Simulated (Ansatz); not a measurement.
## TePb under changes of volume

One of the cells (33.730 Å³/atom); the others are scaled copies at fixed shape and fractional positions:

```
Pb Te
1.0
     0.00000    3.23100    3.23100
     3.23100    0.00000    3.23100
     3.23100    3.23100    0.00000
Pb Te
1 1
Direct
  0.00000 0.00000 0.00000
  0.50000 0.50000 0.50000
```

```yaml
Program: Ansatz 0.2.0
Functional: HSE03
Potentials_or_basis: Ansatz PAW
Cutoff: "420 eV (not typed: the program's choice for these potentials)"
k_mesh: 4 × 4 × 4
Occupations: fermi-dirac, width 0.05 eV
Spin: no spin polarisation
```

| volume (Å³/atom) | energy over the lowest point (meV/atom) | pressure (GPa) | gap on the mesh (eV) |
| --- | --- | --- | --- |
| 31.706 | ? | ? | ? |
| 32.380 | 22.65 | 3.4 | 0.89 |
| 33.055 | 10.80 | 2.3 | 0.95 |
| 33.730 | 3.40 | 1.3 | 1.00 |
| 34.404 | 0.00 | 0.4 | 1.05 |
| 35.079 | 0.17 | -0.4 | 1.09 |
| 35.753 | 3.58 | -1.2 | 1.13 |

**Question.** What does the run at 31.706 Å³/atom give?

**Answer.** Energy over the lowest point 39.48 meV/atom; pressure 4.6 GPa; gap on the mesh 0.83 eV.

Worked out: A Birch-Murnaghan fit of order 3 (a polynomial in V^(-2/3)) to the other rows has its minimum at 34.70 Å³/atom with B0 = V·E''(V) = 42 GPa and B' = 4.4. It gives 39.42 meV/atom at 31.706 Å³/atom, against the run's 39.48, and -dE/dV = 4.6 GPa, against 4.6. A straight line through the other rows of the gap, of slope 2.41 eV per unit of ln V (its deformation potential), extrapolates to 0.85 eV, against the run's 0.83.

Energies are extrapolated to zero smearing.

Caveats: some runs use coarse meshes; spin-orbit coupling is left out, which as a rule narrows the gap of such compounds by several tenths of an eV; the PAW data sets come from PBE, with cores solved anew for the run's functional, which leaves a small shift of forces and pressure; the thresholds are loose for stress.

A mesh can miss the band edges.
